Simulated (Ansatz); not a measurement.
# Be2H3I (built on the sites of a database entry of Sr2H3I): following an unstable mode

Which phase does Be2H3I (built on the sites of a database entry of Sr2H3I) fall into along its unstable mode, and how much energy does it gain?

Calculated with Ansatz 0.2.0; DFT PBEsol, scalar-relativistic, plane waves, PAW.

The structure was built from a prototype and need not be the compound's stable phase.

### 1. Set-up

It takes space group P-3m1 (No. 164, trigonal). The conventional cell has a = 3.454 Å, b = 3.454 Å, c = 5.643 Å, α = 90.00°, β = 90.00°, γ = 120.00°. Be has 7 H at 1.46 to 2.11 Å and 3 Be at 2.44 Å and 3 I at 2.91 Å nearest. Nearest to H lie 6 Be at 2.11 Å and 6 H at 2.13 Å. H has 1 Be at 1.46 Å nearest. Nearest to I lie 8 H at 2.82 to 2.87 Å and 6 Be at 2.91 Å. Farther neighbours and most contacts between anions are not listed.

### 2. Response at finite wavevector

The cell comes from relaxations at this level that are not shown. Stability and thermal properties need the whole zone. Linear response on a 3×3×2 q mesh gives force constants as far as a supercell of that size would.

input.yaml

```yaml
crystal:
  lattice:
    - [3.4536400321, 3.372e-06, 0.0]
    - [-1.7268229363, 2.9909383173, 0.0]
    - [0.0, 0.0, 5.6431505783]
  atoms:
    - { symbol: Be, position: [0.6666666667, 0.3333333333, 0.6240659027] }
    - { symbol: Be, position: [0.3333333333, 0.6666666667, 0.3759340973] }
    - { symbol: H, position: [0.0, 0.0, 0.5] }
    - { symbol: H, position: [0.6666666667, 0.3333333333, 0.3657961977] }
    - { symbol: H, position: [0.3333333333, 0.6666666667, 0.6342038023] }
    - { symbol: I, position: [0.0, 0.0, 0.0] }
kpoints:
  mp_grid: { grid: [12, 12, 6] }
hamiltonian:
  xc: pbesol
scf:
  occupations: { method: methfessel_paxton, width: 0.15 }
output:
  eigenvalues: true
phonons:
  method: dfpt
  qmesh: [3, 3, 2]
  temperatures: { t_max: 1000, t_step: 50 }
  qpath:
    path:
      - [[0.0, 0.0, 0.0], [0.5, 0.0, 0.0], [0.33333333, 0.33333333, 0.0], [0.0, 0.0, 0.0], [0.0, 0.0, 0.5], [0.5, 0.0, 0.5], [0.33333333, 0.33333333, 0.5], [0.0, 0.0, 0.5]]
      - [[0.5, 0.0, 0.5], [0.5, 0.0, 0.0]]
      - [[0.33333333, 0.33333333, 0.5], [0.33333333, 0.33333333, 0.0]]
    npoints: 10
```

The run is started by

```console
ansatz run input.yaml --threads 4 --pin off --max-ram 7168MiB --backend cpu --events-out ev --progress --plain --runs-dir out
```

Numbers of over 12 decimals in the logs are rounded to 6 here.

Log:

```text
Warning: phonons: the dynamical matrix that this run interpolates holds no multipole term above the dipole-dipole one, and a site of this crystal is no centre of inversion, so its interpolated transverse optical and acoustic branches and sound speeds can stay off near Gamma, and the density of states and the thermodynamics with them. What a run solves at a wave vector of phonons.qpoints, Gamma apart, where the deck admits one, is free of this, and under fd what a larger phonons.supercell samples
Engine: ansatz 0.2.0, aarch64-unknown-linux-gnu
Pseudopotentials: kind: paw
Pseudopotential: Be, paw, valence charge 2, recommended cutoff 420 eV (normal), Be.paw.azcp
Pseudopotential: H, paw, valence charge 1, recommended cutoff 420 eV (normal), H.paw.azcp
Pseudopotential: I, paw, valence charge 17, recommended cutoff 420 eV (normal), I.paw.azcp
Functional definition: PBEsol
  exchange = pbesol_x
  correlation = pbesol_c
Crystal: 6 atoms, lattice volume = 58.292 Å³
Basis set: ecut = 420 eV, 1123 PW (Γ), exchange–correlation on 48×48×80 points (8 copies of the dense FFT grid, shifted against one another)
Bands: 18, of which v1, the nominal top of the filled ones, is band 12 counted from 1 (11 counted from 0)
Symmetry: 12 space group operations
k-points: 100 of 864
Non-local potential: Be, projectors of the file, l = 0: 2, l = 1: 2, l = 2: 1
Non-local potential: H, projectors of the file, l = 0: 2, l = 1: 1
Non-local potential: I, projectors of the file, l = 0: 2, l = 1: 2, l = 2: 2, l = 3: 2
PAW form: soft (Blöchl's): semilocal exchange-correlation on the pseudo side does not see the compensation charge
PAW frozen core: Be, regenerated for the run's functional, and the local potential with it (the file was generated under x = pbe(κ = 0.804, μ = 0.219515), c = pbe(β = 0.066725))
PAW frozen core: I, regenerated for the run's functional, and the local potential with it (the file was generated under x = pbe(κ = 0.804, μ = 0.219515), c = pbe(β = 0.066725))
PAW one-centre angular grid: Be, 110 points (default); XC on 64 Gauss nodes
PAW one-centre angular grid: H, 110 points (default); XC on 64 Gauss nodes
PAW one-centre angular grid: I, 590 points (default); XC on 64 Gauss nodes
Initial density: superposition of atomic densities (neutral atoms: chi_scale 0, normalization atom), corrected by the library's trained network
Initial wavefunctions: pseudopotential atomic-orbital guess
Functional: x = pbesol(κ = 0.804, μ = 0.123457), c = pbesol(β = 0.046)
SCF iter   1: F=—  HF=-7656.950585 eV  |F-HF|=—  |Δ(HF+E_count)|=         —  Δρ=6.19e-3  dr2=3.58e-2  ethr=1.77e-3  ⟨swp⟩=6.6  Hψ=10405  notcnv=0
preconditioner: auto → Kerker (q_TF=auto, 2.353 Å⁻¹)  [metal: Δε(μ)=0.072 eV  Ē_g=10.128 eV  σ=0.150 eV  W_gap=0.38  n_scr=10 (ndim 8)  ℏωp=18.2 eV  f_vac=0.000  D(μ)=0.95/eV (n_scr^D=2)]
SCF iter   2: F=—  HF=-7656.942805 eV  |F-HF|=—  |Δ(HF+E_count)|=   7.78e-3  S|Δr|=    0.00e0  Δρ=3.13e-3  dr2=1.15e-2  ethr=1.49e-4  ⟨swp⟩=1.0  Hψ=2600  notcnv=0
SCF iter   3: F=—  HF=-7656.939776 eV  |F-HF|=—  |Δ(HF+E_count)|=   3.03e-3  S|Δr|=    0.00e0  Δρ=7.48e-4  dr2=9.20e-4  ethr=4.78e-5  ⟨swp⟩=2.1  Hψ=1949  notcnv=0
SCF iter   4: F=—  HF=-7656.939580 eV  |F-HF|=—  |Δ(HF+E_count)|=   1.96e-4  S|Δr|=    0.00e0  Δρ=3.07e-4  dr2=1.66e-4  ethr=3.83e-6  ⟨swp⟩=2.4  Hψ=2226  notcnv=0
SCF iter   5: F=—  HF=-7656.939541 eV  |F-HF|=—  |Δ(HF+E_count)|=   3.90e-5  S|Δr|=    0.00e0  Δρ=9.53e-5  dr2=7.69e-6  ethr=6.91e-7  ⟨swp⟩=2.0  Hψ=2027  notcnv=0
SCF iter   6: F=—  HF=-7656.939538 eV  |F-HF|=—  |Δ(HF+E_count)|=   2.51e-6  S|Δr|=    0.00e0  Δρ=1.76e-5  dr2=2.52e-7  ethr=3.20e-8  ⟨swp⟩=3.0  Hψ=2786  notcnv=0
SCF iter   7: F=—  HF=-7656.939538 eV  |F-HF|=—  |Δ(HF+E_count)|=   1.14e-7  S|Δr|=    0.00e0  Δρ=3.39e-6  dr2=9.27e-9  ethr=1.05e-9  ⟨swp⟩=2.0  Hψ=2360  notcnv=0
SCF iter   8: F=—  HF=-7656.939538 eV  |F-HF|=—  |Δ(HF+E_count)|=  5.73e-10  S|Δr|=    0.00e0  Δρ=1.06e-6  dr2=1.04e-9  ethr=3.86e-11  ⟨swp⟩=2.2  Hψ=2384  notcnv=0
SCF iter   9: F=—  HF=-7656.939538 eV  |F-HF|=—  |Δ(HF+E_count)|=  3.44e-10  S|Δr|=    0.00e0  Δρ=1.89e-7  dr2=3.61e-11  ethr=4.33e-12  ⟨swp⟩=3.0  Hψ=3094  notcnv=0
SCF iter  10: F=-7656.939538 eV  HF=-7656.939538 eV  |F-HF|=3.64e-12  |Δ(HF+E_count)|=  1.46e-11  S|Δr|=    0.00e0  Δρ=2.14e-8  dr2=2.94e-13  ethr=1.00e-12  ⟨swp⟩=10.1  Hψ=9486  notcnv=0
SCF 1 converged in 10 iterations: F = -7656.939538 eV  dr2 = 2.94e-13
  greatest PAW one-centre occupation: 0.999 electrons in one spin orbital (limit 2), on the I atom at site 5 (counted from 0), in its partial waves of l = 2
Initial density: read from a saved state, or passed on in memory by an earlier SCF of this step, an earlier step, the calling program or the single point that the run made first
iter 1 solved again at ethr=9.50e-7 eV; its pass at ethr=3.10e-3 eV (dr2=2.28e-4 eV) is discarded
SCF iter   1: F=—  HF=-7656.939537 eV  |F-HF|=—  |Δ(HF+E_count)|=         —  Δρ=9.63e-7  dr2=3.06e-10  ethr=9.50e-7  ⟨swp⟩=2.3  Hψ=14137  notcnv=0
eigensolver tolerance schedule: the retry pair's looser diagonalisation over-reported the residual by 744073.06 of it (diagonalisation noise at an unbounded share of the residual, at the tolerance the schedule requests for it); recorded, not acted on — ethr = c·dr2/N_el stays at c = 1.0e-1
preconditioner: auto → Kerker (q_TF=auto, 2.353 Å⁻¹)  [metal: Δε(μ)=0.074 eV  Ē_g=10.097 eV  σ=0.150 eV  W_gap=0.40  n_scr=10 (ndim 8)  ℏωp=18.2 eV  f_vac=0.000  D(μ)=0.97/eV (n_scr^D=2)]
SCF iter   2: F=—  HF=-7656.939538 eV  |F-HF|=—  |Δ(HF+E_count)|=   8.63e-7  S|Δr|=    0.00e0  Δρ=4.04e-7  dr2=4.52e-11  ethr=1.28e-12  ⟨swp⟩=4.2  Hψ=4469  notcnv=0
SCF iter   3: F=—  HF=-7656.939538 eV  |F-HF|=—  |Δ(HF+E_count)|=  9.09e-13  S|Δr|=    0.00e0  Δρ=2.80e-7  dr2=2.30e-11  ethr=1.00e-12  ⟨swp⟩=3.9  Hψ=5739  notcnv=0
SCF iter   4: F=-7656.939538 eV  HF=-7656.939538 eV  |F-HF|=2.73e-12  |Δ(HF+E_count)|=  5.46e-12  S|Δr|=    0.00e0  Δρ=1.38e-7  dr2=6.23e-12  ethr=1.00e-12  ⟨swp⟩=1.0  Hψ=4001  notcnv=0
SCF 2 converged in 4 iterations: F = -7656.939538 eV  dr2 = 6.23e-12
phonons: the bands overlap, so this run is a metal and interpolates without the dipole-dipole term. If the crystal is really an insulator or semiconductor, its LO-TO splitting is missing
NSCF: frozen V_eff on 100 k-points
NSCF: frozen V_eff on 436 k-points
DFPT response loops at q = (0, 0, 0) (fractional): preconditioner auto → Kerker (q_TF=auto, 2.353 Å⁻¹) (partly filled bands, converged f_vac=0.000); β = 1.00, the filter's whole step (`scf.mixing.beta` (0.50) is not read by the response loops under this deck's `scf.mixing.preconditioner`; to damp them name `kerker` or `kerker_dos`, under which they read `scf.mixing.beta`, and type it under 1.00, their step now; both keys bind the ground state too); Broyden in place of MSR1
NSCF: frozen V_eff on 872 k-points
DFPT response loops at q = (0, 0, -0.5) (fractional): mixed as the last ones told, above
NSCF: frozen V_eff on 1728 k-points
DFPT response loops at q = (0, 0.333333, 0) (fractional): mixed as the last ones told, above
NSCF: frozen V_eff on 1728 k-points
DFPT response loops at q = (0, 0.333333, -0.5) (fractional): mixed as the last ones told, above
NSCF: frozen V_eff on 1728 k-points
DFPT response loops at q = (0.333333, 0.333333, 0) (fractional): mixed as the last ones told, above
NSCF: frozen V_eff on 1728 k-points
DFPT response loops at q = (0.333333, 0.333333, -0.5) (fractional): mixed as the last ones told, above
SCF converged after 10 iterations
Stability not checked: this state was not tested for a lower state beside it, because cold or Methfessel-Paxton smearing, or corrected tetrahedra, fill the levels in a way that the test cannot read (fill_not_monotonic; see scf.lower_state_search)
Free energy (F): -7656.939538 eV
Harris-Foulkes:  -7656.939538 eV  (|F-HF|=3.64e-12)
Internal energy: -7656.940377 eV  (E = F + TS)
E sigma→0 (E₀):  -7656.939748 eV
Entropy (-TS):   0.000839 eV (0.140 meV/atom)
Fermi energy:    8.876573 eV
--- Per-component energies (eV) ---
  E_band       = -336.062137
  E_kinetic    = 266.844493
  E_local      = -2069.480822  (includes V_loc(G=0)·N_el)
  E_nonlocal   = -77.574200
  E_hartree    = 1083.506737
  E_xc         = -192.003794
  E_vxc        = -203.603411  (∫ρ·V_xc dr)
  E_paw        = -4850.871984  (= ΣΔE_a)
  E_vpaw       = -419.258513  (= ΣTr[D̂ρ^β])
  E_aug_tail   = -0.003148  (compensation charges beyond the density's cutoff)
  E_ewald      = -1817.788864
  E_core_change = 0.431205  (= ΣΔE_core)
  E_smearing   = 0.000839  (= −TS)
  E_closure    = 0.000000  (closes the sum)
  Σ components = -7656.939538   (vs F -7656.939538, Δ=0.00e0)
--- Band table (eV; the first three rows and the last of 100) ---
  k-point 0: bands = [... 8 lower, 8.0825, 8.2459, 8.2459, 9.6901, 11.3781, 11.3781, 11.9021, 14.5185, ... 2 higher]
  k-point 1: bands = [... 8 lower, 7.4516, 8.2604, 8.2604, 9.7139, 11.4340, 11.4340, 12.1908, 14.2471, ... 2 higher]
  k-point 2: bands = [... 8 lower, 6.0463, 8.2900, 8.2900, 9.7600, 11.5656, 11.5656, 12.5979, 13.7675, ... 2 higher]
  k-point 99: bands = [... 8 lower, 1.8778, 3.2137, 3.2137, 7.4546, 10.4579, 10.4579, 12.1353, 13.6395, ... 2 higher]
--- Phonons (Γ-DFPT): 8 representative perturbations + reference (Σ response iterations 26) ---
  ASR residual: 3.995e-5 → 0.000e0 eV/Å²; symmetrization residual: 2.145e-6 eV/Å²
  ASR residual per site (eV/Å²): 4.00e-5 4.00e-5 3.65e-6 3.79e-6 3.79e-6 5.83e-6
  Γ frequencies (cm⁻¹): -1040.42 -1040.42 -338.99 -338.99 -99.72 -99.72 -15.71 0.00 0.00 0.00 477.72 639.96 677.20 677.20 783.03 783.03 1563.89 1569.23
--- Phonons (arbitrary-q DFPT): 6 irreducible q on the 3×3×2 mesh ---
  q = [0.0000, 0.0000, 0.0000] (star 1, of the zone-centre solve; hermiticity 4.88e-7, symmetrization 6.81e-8): -1040.42 -1040.42 -338.99 -338.99 -99.72 -99.72 -15.71 -0.00 -0.00 0.00 477.72 639.96 677.20 677.20 783.03 783.03 1563.89 1569.23
  q = [0.0000, 0.0000, -0.5000] (star 1, 8 solved perturbations in 2144 linear systems a pass and spin channel, the states on 436 of 864 k-point pairs; hermiticity 2.80e-7, symmetrization 1.47e-8): -1038.47 -1038.47 -347.25 -347.25 -71.47 -71.47 -16.51 -16.51 60.03 260.42 374.46 648.30 648.30 729.87 799.96 799.96 1557.71 1601.88
  q = [0.0000, 0.3333, 0.0000] (star 6, 12 solved perturbations in 8784 linear systems a pass and spin channel, the states on 864 of 864 k-point pairs; hermiticity 3.26e-7, symmetrization 3.72e-8): -973.29 -662.48 -406.94 -321.10 -286.29 -100.96 -79.12 58.23 65.23 153.53 239.16 375.21 511.27 708.06 873.39 895.99 1561.21 1561.67
  q = [0.0000, 0.3333, -0.5000] (star 6, 12 solved perturbations in 8784 linear systems a pass and spin channel, the states on 864 of 864 k-point pairs; hermiticity 2.71e-7, symmetrization 1.34e-7): -996.11 -639.91 -421.67 -320.13 -275.23 -255.58 -71.72 48.32 131.13 140.25 236.11 322.50 515.73 743.79 877.23 912.51 1559.43 1573.23
  q = [0.3333, 0.3333, 0.0000] (star 2, 8 solved perturbations in 4104 linear systems a pass and spin channel, the states on 864 of 864 k-point pairs; hermiticity 2.68e-7, symmetrization 1.78e-8): -940.88 -940.88 -371.99 -321.82 -225.39 -225.39 -65.44 60.58 60.58 142.81 171.62 171.62 696.63 801.89 845.61 845.61 1549.91 1549.91
  q = [0.3333, 0.3333, -0.5000] (star 2, 8 solved perturbations in 4104 linear systems a pass and spin channel, the states on 864 of 864 k-point pairs; hermiticity 2.84e-7, symmetrization 2.45e-8): -847.12 -847.12 -338.94 -336.77 -199.52 -199.52 -42.78 90.72 90.72 143.31 143.31 303.42 669.38 847.09 856.81 856.81 1560.24 1560.24
  sum rule: each row above includes the acoustic sum rule's correction from the zone centre's row sums; it moved no ω² by more than (1.10 cm⁻¹)²
  mesh force constants: q→R imaginary residual 0.00e0; ASR residual 3.995e-5 → 0.000e0 eV/Å²; symmetrization residual 7.994e-15 eV/Å²
  interpolated dispersion: 93 rows × 18 modes
  density of states and harmonic sums: on the 21×21×12 q-mesh, interpolated from the force constants of a 3×3×2 supercell (no non-analytic term)
  largest difference from the sums on the solved wave vectors: F 4.52e-2 eV, S 6.02e-5 and C_V 1.45e-5 eV/K
  zero-point energy: 0.439286 eV/cell   skipped modes (ω ≤ 0): 3675, of them read as no rigid motion or as one in doubt: 3672 (7.051e0 modes/cell left out, lowest -1040.42 cm⁻¹)   left out of the sums: 3.92e-1 of the cell's modes: C_V's classical limit lies that fraction below 3 k_B per atom; for a crystal, a wire or a layer, F and S can be off by more, and a phonons.interpolated_qmesh denser along its periods is the remedy for the sampling
```

It took 11 min on 4 threads of Arm Neoverse V1, shared host; peak memory 2.2 GiB.

This step gave:

```yaml
volume_per_atom: 9.715 Å³
gap_on_the_k_mesh: 0 eV
sum_rule_residual_before_enforcement: 4.00e-5 eV/Å²
lowest_frequency_on_the_path: -1040 cm⁻¹
point_group: -3m
highest_frequency_on_the_path_or_at_a_solved_wavevector: 1602 cm⁻¹
highest_optical_mode_at_the_zone_centre_no_lo_to_term: 1569 cm⁻¹
lowest_optical_zone_centre_mode: -1040 cm⁻¹
lowest_mode_on_the_q_mesh_acoustic_modes_at_gamma_apart: -1040 cm⁻¹
```

Frequencies (cm⁻¹) solved at each irreducible wavevector; negative means imaginary. Frequencies by wavevector, by row:

```tsv
q in reciprocal lattice units	star	mode 1	mode 2	mode 3	mode 4	mode 16	mode 17	mode 18
0 0 0	1	-1040	-1040	-339	-339	783	1564	1569
0 0 -0.5	1	-1038	-1038	-347.2	-347.2	800	1558	1602
0 0.3333 0	6	-973.3	-662.5	-406.9	-321.1	896	1561	1562
0 0.3333 -0.5	6	-996.1	-639.9	-421.7	-320.1	912.5	1559	1573
0.3333 0.3333 0	2	-940.9	-940.9	-372	-321.8	845.6	1550	1550
0.3333 0.3333 -0.5	2	-847.1	-847.1	-338.9	-336.8	856.8	1560	1560
```

Interpolated from a 3×3×2 q mesh. The phonon branches at the labelled points (cm⁻¹):

```tsv
point	branch 1	branch 2	branch 3	branch 4	branch 15	branch 16	branch 17	branch 18
Γ	-1040	-1040	-339	-339	783	783	1564	1569
halfway	-984	-723	-349	-307	863	880	1564	1565
M	-977	-685	-492	-326	884	904	1555	1557
halfway	-978	-813	-410	-330	866	884	1553	1554
K	-941	-941	-372	-322	846	846	1550	1550
halfway	-975	-705	-335	-315	849	891	1563	1563
Γ	-1040	-1040	-339	-339	783	783	1564	1569
halfway	-1039	-1039	-343	-343	792	792	1559	1588
A	-1038	-1038	-347	-347	800	800	1558	1602
halfway	-1008	-731	-359	-324	865	892	1561	1581
L	-988	-631	-505	-315	894	930	1551	1572
halfway	-942	-732	-395	-332	882	904	1554	1568
H	-847	-847	-339	-337	857	857	1560	1560
halfway	-986	-703	-347	-329	847	899	1562	1575
A	-1038	-1038	-347	-347	800	800	1558	1602
jump to L	-988	-631	-505	-315	894	930	1551	1572
halfway	-982	-658	-498	-321	889	917	1552	1566
M	-977	-685	-492	-326	884	904	1555	1557
jump to H	-847	-847	-339	-337	857	857	1560	1560
halfway	-896	-896	-359	-325	852	852	1555	1555
K	-941	-941	-372	-322	846	846	1550	1550
```

Symmetry leaves 6 wavevectors to solve. The lowest mode among them, the acoustic zeros apart, lies at Γ and is imaginary, 1040.4i cm⁻¹, so the energy falls along it.

### 3. The mode frozen in, largest atomic shift 0 Å

The mode followed lies at Γ with frequency 1040.4i cm⁻¹ and is 2-fold degenerate, the softest among the wavevectors solved. At small amplitude the distorted cell has space group no. 1 by a symmetry search on the positions. The undistorted cell that holds it gives the zero of energy on the same k mesh.

input.yaml, the sections that differ from step 2:

```yaml
output:
  forces: true
  stress: true
  eigenvalues: true
# crystal, kpoints, hamiltonian, scf: as in step 2
# phonons: removed
```

Log:

```text
[...]
Crystal: 6 atoms, lattice volume = 58.292 Å³
Basis set: ecut = 420 eV, 1123 PW (Γ), exchange–correlation on 48×48×80 points (8 copies of the dense FFT grid, shifted against one another)
Bands: 18, of which v1, the nominal top of the filled ones, is band 12 counted from 1 (11 counted from 0)
Symmetry: 12 space group operations
[...]
k-points: 100 of 864
[...]
k-point 0: bands = [... 8 lower, 8.0825, 8.2459, 8.2459, 9.6902, 11.3781, 11.3781, 11.9021, 14.5185, ... 2 higher]
  k-point 1: bands = [... 8 lower, 7.4517, 8.2604, 8.2604, 9.7139, 11.4340, 11.4340, 12.1908, 14.2471, ... 2 higher]
  k-point 2: bands = [... 8 lower, 6.0463, 8.2900, 8.2900, 9.7600, 11.5656, 11.5656, 12.5979, 13.7675, ... 2 higher]
  k-point 99: bands = [... 8 lower, 1.8778, 3.2137, 3.2137, 7.4546, 10.4579, 10.4579, 12.1353, 13.6395, ... 2 higher]
[key lines of the parts left out:]
SCF converged after 7 iterations
Free energy (F): -7656.939538 eV
Fermi energy:    8.876574 eV
P = ⅓ Tr σ = -0.0003 GPa (-0.003 kbar)
```

Elapsed: 1.6 s, on 4 threads; peak memory 0.39 GiB; 5.4 s of CPU time.

This step gave:

```
pressure                         : -2.52e-4 GPa
energy from the undistorted cell : 0 meV/atom
```

The run ends at a pressure of 0.00 GPa.

### 4. The mode frozen in, largest atomic shift 0.6 Å

The atoms are moved along the unstable eigenvector, the largest shift by 0.6 Å, with the cell fixed.

input.yaml, the sections that differ from step 3:

```yaml
crystal:
  lattice:
    - [3.4536400321, 3.372e-06, 0.0]
    - [-1.7268229363, 2.9909383173, 0.0]
    - [0.0, 0.0, 5.6431505783]
  atoms:
    - { symbol: Be, position: [0.6775018249, 0.3610551709, 0.6240659027] }
    - { symbol: Be, position: [0.3441684916, 0.6943885043, 0.3759340973] }
    - { symbol: H, position: [-0.0777919579, -0.1990313359, 0.5] }
    - { symbol: H, position: [0.6109922335, 0.1908898583, 0.3657961977] }
    - { symbol: H, position: [0.2776589001, 0.5242231917, 0.6342038023] }
    - { symbol: I, position: [-3.65859e-05, -9.36052e-05, 0.0] }
# kpoints, hamiltonian, scf, output: as in step 3
```

Log:

```text
[...]
Crystal: 6 atoms, lattice volume = 58.292 Å³
Basis set: ecut = 420 eV, 1123 PW (Γ), exchange–correlation on 48×48×80 points (8 copies of the dense FFT grid, shifted against one another)
Bands: 18, of which v1, the nominal top of the filled ones, is band 12 counted from 1 (11 counted from 0)
Symmetry: 1 space group operations
[...]
k-points: 436 of 864 (time reversal used)
[...]
k-point 0: bands = [... 8 lower, 7.4158, 7.7047, 8.1333, 9.2316, 11.3197, 11.9856, 12.4382, 14.3221, ... 2 higher]
  k-point 1: bands = [... 8 lower, 6.9985, 7.7651, 8.1437, 9.0985, 11.2150, 11.5043, 13.2827, 14.1387, ... 2 higher]
  k-point 2: bands = [... 8 lower, 5.8267, 7.9312, 8.1671, 8.8455, 10.8858, 11.5485, 13.7466, 13.8199, ... 2 higher]
  k-point 435: bands = [... 8 lower, 1.4409, 5.4022, 6.3599, 6.4558, 8.8640, 10.8552, 11.7676, 12.2376, ... 2 higher]
[key lines of the parts left out:]
SCF converged after 7 iterations
Free energy (F): -7657.871168 eV
Fermi energy:    8.548152 eV
P = ⅓ Tr σ = 2.7812 GPa (27.812 kbar)
```

It took 10 s on 4 threads; peak memory 0.73 GiB; 39 s of CPU time.

This step gave:

```
pressure                         : 2.781 GPa
energy from the undistorted cell : -155.2 meV/atom
```

The energy, extrapolated to zero smearing, is -155.24 meV/atom against the undistorted cell.

The run ends at a pressure of 2.78 GPa, with forces up to 1.1 eV/Å.

[end of part 1 of 3]

[Logs are printed without paths, hosts, clocks, repeated set-up lines and the standing remarks that a program may print on its own settings, such as how far it seeks lower states.]

[Hosts, paths, dates, database ids (printed as entryN), source tags and the programs' standing remarks are cut or masked in the printed files.]
